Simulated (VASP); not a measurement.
**As: elastic constants with LDA**

As:

```xyz
2
Lattice="1.8808 1.0859 3.5141 -1.8808 1.0859 3.5141 0.0000 -2.1718 3.5141" Properties=species:S:1:pos:R:3 pbc="T T T"
As    0.0000    0.0000    2.3825
As    0.0000    0.0000    8.1597
```

- Program: VASP 6.6.1
- Task: elastic constants
- Functional: LDA
- Potentials or basis: VASP PAW LDA potentials, release 64 (As)
- Cutoff: 600 eV
- k mesh: 7 × 7 × 7
- Occupations: gaussian, width 0.02 eV
- Spin: no spin polarisation
- Ions in elastic constants: relaxed
- Further INCAR settings: ALGO = Normal; EDIFF = 1e-08; IBRION = 6; POTIM = 0.015; NSW = 1; ISIF = 3

```json
{"Relaxed volume": "20.45 Å³/atom", "Relaxed cell": "a = 3.968 Å, b = 3.968 Å, c = 3.968 Å, α = 56.79°, β = 56.79°, γ = 56.79°", "Space group after relaxing (to 0.05 Å)": "R-3m (No. 166)", "Voigt bulk modulus": "72 GPa", "Highest phonon frequency at Γ": "237 cm⁻¹"}
```

The path:
```tsv
step	energy change (eV)	largest force (eV/Å)	pressure (GPa)	volume (Å³)
1	0.0000	0.2957	-1.03	43.06
2	-0.0113	0.1896	-0.22	42.20
3	-0.0159	0.0620	0.97	41.15
4	-0.0223	0.0463	0.57	41.01
5	-0.0264	0.1936	0.06	40.79
6	-0.0302	0.0924	0.12	40.80
7	-0.0314	0.0060	0.18	40.81
8	-0.0314	0.0099	0.18	40.81
9	-0.0315	0.0063	-0.06	40.92
10	-0.0315	0.0018	0.00	40.89
11	-0.0315	0.0015	0.00	40.89
12	-0.0315	0.0007	0.00	40.90
```

Final structure:
```xyz
2
Lattice="1.8868 1.0894 3.3163 -1.8868 1.0894 3.3163 0.0000 -2.1787 3.3163" Properties=species:S:1:pos:R:3 pbc="T T T"
As    0.0000    0.0000    2.2937
As    0.0000    0.0000    7.6551
```

Phonon frequencies in cm⁻¹ (negative: imaginary):
```tsv
q point	frequencies
(0.000, 0.000, 0.000)	0 0 0 162 162 237
```

Elastic tensor in Voigt notation (GPa, in the Cartesian axes of the cell as first typed):
```
175  38  36 -34   0   0
 38 175  36  34   0   0
 36  36  81   0   0   0
-34  34   0  60   0   0
  0   0   0   0  60 -34
  0   0   0   0 -34  68
```

Clamped-ion elastic tensor (GPa):
```
184  46  54 -39   0   0
 46 184  54  39   0   0
 54  54 115   0   0   0
-39  39   0  90   0   0
  0   0   0   0  90 -39
  0   0   0   0 -39  69
```

Wall time 11 min on 1 thread of AMD EPYC 7R13 Processor (Zen 3), with other jobs on the host, peak memory 0.25 GiB.
